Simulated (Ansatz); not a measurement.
Zincblende InP, relaxed with r2SCAN in the plane-wave code Ansatz. Space group F-43m (No. 216), cubic; conventional cell a = 5.908 Å, 25.77 Å³ an atom. Around In lie 4 P at 2.56 Å; around P lie 4 In at 2.56 Å.

The axes x, y and z are those of this cell:
```xyz
2
Lattice="0.0000 2.9538 2.9538 2.9538 0.0000 2.9538 2.9538 2.9538 0.0000" Properties=species:S:1:pos:R:3 pbc="T T T"
In    0.0000    0.0000    0.0000
P     1.4769    1.4769    1.4769
```

Unstrained: The PBE gap is direct at Γ: 0.586 eV. With r2SCAN the gap is 1.026 eV and direct, at Γ. With HSE06 the gap is 1.357 eV and direct, at Γ. Meshes: PBE 8×8×8, r2SCAN 8×8×8, HSE06 6×6×6. Strains are changes of length per length. After each strain the atoms were relaxed again with r2SCAN within the symmetry that the strain leaves, so tilts or polar shifts that break it weren't tested; points keep the names that they have in the unstrained zone. No spin polarisation and no zero-point or thermal motion.

Q: Estimate what uniaxial +2.5 % along x, other directions held does to the gap.

A: PBE: the gap goes from 0.586 to 0.409 eV (-0.177 eV); with r2SCAN the top three valence levels at Γ, degenerate before, become 2+1 from the top over 123 meV. r2SCAN: the gap goes from 1.026 to 0.838 eV (-0.188 eV). HSE06: the gap goes from 1.357 to 1.160 eV (-0.197 eV). The r2SCAN energy rises by 4.9 meV an atom.

Q: One strain changed the r2SCAN stress by xx +6.15, yy +6.15, zz +6.15 GPa (compression positive) and the gap by +0.412 eV (PBE), +0.440 eV (r2SCAN), +0.460 eV (HSE06). Which kind of strain was it, and roughly how large?

A: Isotropic -2.5 % on every length. The pattern of the stress gives the kind; the size needs the stiffness, so it is an estimate.

Q: Apply epitaxial -3.0 % in the xy plane, free normal strain +3.17 %. How far does the gap move, against the unstrained cell?

A: PBE: the gap goes from 0.586 to 0.621 eV (+0.035 eV); with r2SCAN the top three valence levels at Γ, degenerate before, become 2+1 from the top over 339 meV. r2SCAN: the gap goes from 1.026 to 1.067 eV (+0.041 eV). HSE06: the gap goes from 1.357 to 1.403 eV (+0.046 eV). The r2SCAN energy rises by 14.3 meV an atom.

Q: One strain changed the r2SCAN stress by xx +0.48, yy +0.48, zz +0.48, xy -0.24, xz -0.24, yz -0.24 GPa (compression positive) and the gap by +0.018 eV (PBE), +0.020 eV (r2SCAN), +0.022 eV (HSE06). Which kind of strain was it, and roughly how large?

A: Epitaxial -0.5 % in the plane normal to [111], free normal strain +0.31 %. The pattern of the stress gives the kind; the size needs the stiffness, so it is an estimate.

No spin-orbit coupling is included; it can move band edges with weight on the heavy atoms by tenths of an eV.

The meshes of the hybrids are coarse, so their gaps aren't converged to the digits shown.

The splittings at Γ are without spin-orbit coupling, which regroups them where it is of like size or larger.
